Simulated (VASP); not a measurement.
# As: electric field gradients, 5 variants

As, R-3m (no. 166), 2 atoms in the cell. PBE, electric field gradients; PAW potentials As (PBE set).

| Cell | Vzz of the first element (V/Å²) | Time (s) |
|---|---|---|
| as given | -53.22 | 17 |
| last atom moved along z (Å) = 0.01 | -55.01 | 12 |
| last atom moved along z (Å) = 0.02 | -56.75 | 16 |
| last atom moved along z (Å) = 0.05 | -61.54 | 13 |
| last atom moved along z (Å) = 0.1 | -69.09 | 12 |

## Input of the first row

INCAR:
```
ALGO = Normal
EDIFF = 1E-7
ENCUT = 350
GGA = PE
ISMEAR = 0
KPAR = 2
LASPH = True
LCHARG = False
LEFG = True
LREAL = False
LWAVE = False
NELM = 120
PREC = Accurate
QUAD_EFG = 314
SIGMA = 0.02
```

KPOINTS:
```
k-points
0
Gamma
  8 8 8
```

POSCAR:
```
As
1.0
    1.8807968987      1.0858785957      3.5140619945
   -1.8807968987      1.0858785957      3.5140619945
    0.0000000000     -2.1717571915      3.5140619945
As
2
Direct
    0.2260000000      0.2260000000      0.2260000000
    0.7740000000      0.7740000000      0.7740000000
```

Commands:
```
cat potpaw_PBE.64/As/POTCAR > POTCAR
mpirun -np 2 vasp_std > vasp.out
```

VASP 6.6.1 took 17 s on 2 cores (Intel Xeon Platinum 8259CL @ 2.50GHz (Skylake/Cascade Lake)), a shared host.
